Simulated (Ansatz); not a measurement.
Crystal: TiTe2.

```xyz
3
Lattice="3.7770 0.0000 0.0000 -1.8885 3.2710 0.0000 0.0000 0.0000 6.4980" Properties=species:S:1:pos:R:3 pbc="T T T"
Te    0.0000    2.1807    4.7903
Te    1.8885    1.0903    1.7077
Ti    0.0000    0.0000    0.0000
```

* Program: Ansatz 0.2.0
* Task: relaxation of cell and atoms
* Functional: PBE
* Potentials or basis: Ansatz PAW
* Cutoff: 420 eV (not typed: the program's choice for these potentials)
* k mesh: 8 × 8 × 4
* Occupations: fermi-dirac, width 0.05 eV
* Spin: no spin polarisation
* Hubbard terms: Ti d U = 1 eV

At the start: volume 26.76 Å³/atom.

Where does the relaxation end?

It ends after 7 steps and the volume is 28.60 Å³/atom (+6.9 %); space group P-3m1 (No. 164, to 0.05 Å).

Step by step:
| step | energy change (eV) | largest force (eV/Å) | volume (Å³) |
| --- | --- | --- | --- |
| 1 | 0.0000 | 0.0227 | 80.28 |
| 2 | -0.0045 | 0.2216 | 88.00 |
| 3 | -0.0151 | 0.2025 | 86.24 |
| 4 | -0.0215 | 0.0121 | 85.52 |
| 5 | -0.0217 | 0.0010 | 85.64 |
| 6 | -0.0218 | 0.0021 | 85.81 |
| 7 | -0.0225 | 0.0020 | 85.81 |

Final structure:
```cif
data_structure
_symmetry_space_group_name_H-M 'P 1'
_symmetry_Int_Tables_number 1
_cell_length_a 3.8171
_cell_length_b 3.8171
_cell_length_c 6.8004
_cell_angle_alpha 90.000
_cell_angle_beta 90.000
_cell_angle_gamma 120.000
_cell_volume 85.81
loop_
_atom_site_label
_atom_site_type_symbol
_atom_site_fract_x
_atom_site_fract_y
_atom_site_fract_z
_atom_site_occupancy
Te1 Te 0.33333 0.66667 0.74898 1
Te2 Te 0.66667 0.33333 0.25102 1
Ti1 Ti 0.00000 0.00000 0.00000 1
```

Caveat: the plane-wave basis is chosen anew once the cell has moved, so the energies of steps on either side of that aren't comparable; this functional lacks dispersion, which binds the layers, so the pressure and a relaxed spacing across them are unreliable; U without spin polarisation on a metal has little footing; the U is typed as a test and isn't derived for this compound.
